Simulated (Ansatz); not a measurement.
Write the native input for Ansatz 0.2.0 that does the following.

```yaml
Task: elastic constants
Functional: PBEsol
Potentials_or_basis: all-electron LAPW, scalar-relativistic
Cutoff: 255 eV (chosen from the basis error)
Basis_error_allowed: 0.002 eV/atom
k_mesh: 7 × 7 × 3
Occupations: fermi-dirac, width 0.05 eV
Spin: no spin polarisation
```

Crystal: MoS2.

```xyz
3
Lattice="3.2275 0.0000 0.0000 -1.6137 2.7951 0.0000 0.0000 0.0000 6.3125" Properties=species:S:1:pos:R:3 pbc="T T T"
Mo    0.0000    0.0000    3.1562
S     1.6137    0.9317    4.7008
S     0.0000    1.8634    1.6117
```

Measurements of this composition are mostly on another form, of space group No. 194.

The input as run:

input.yaml

```yaml
crystal:
  lattice:
    - [3.2274645616, 0.0, 0.0]
    - [-1.6137322808, 2.7950663001, 0.0]
    - [0.0, 0.0, 6.31247342]
  atoms:
    - { symbol: Mo, position: [0.0, 0.0, 0.5] }
    - { symbol: S, position: [0.6666666667, 0.3333333333, 0.74468068] }
    - { symbol: S, position: [0.3333333333, 0.6666666667, 0.25531932] }
kpoints:
  mp_grid: { grid: [7, 7, 3] }
scf:
  occupations: { method: fermi_dirac, width: 0.05 }
hamiltonian:
  xc: pbesol
  pseudopotentials: { kind: all_electron, lapw: { basis_error: 0.002 } }
output:
  forces: true
  stress: true
elastic:
  mode: relaxed_ion
  stencil: two_point
```

Potentials or basis: all-electron LAPW, scalar-relativistic.

Launch:

```bash
$ ansatz run input.yaml --threads 2 --pin off --max-ram 8192MiB --backend cpu --events-out ev --progress --plain --runs-dir out
```

It gave:

- Pressure: -3.2 GPa
- Band gap on the k mesh: none (metal or under the smearing width)
- Voigt bulk modulus: 37 GPa

Caveat: the k mesh is thin for a metal, which can move the energy by tens of meV per atom; a metal's response needs a denser mesh; the cell is more than 3 GPa from zero pressure, which shifts response properties; elastic constants of metals need much finer meshes, so these are rough; this functional lacks dispersion, which binds the layers, so the pressure and a relaxed spacing across them are unreliable.

Wall time 2.2 min on 2 threads of Arm Neoverse V2 (shared host), peak memory 0.39 GiB.
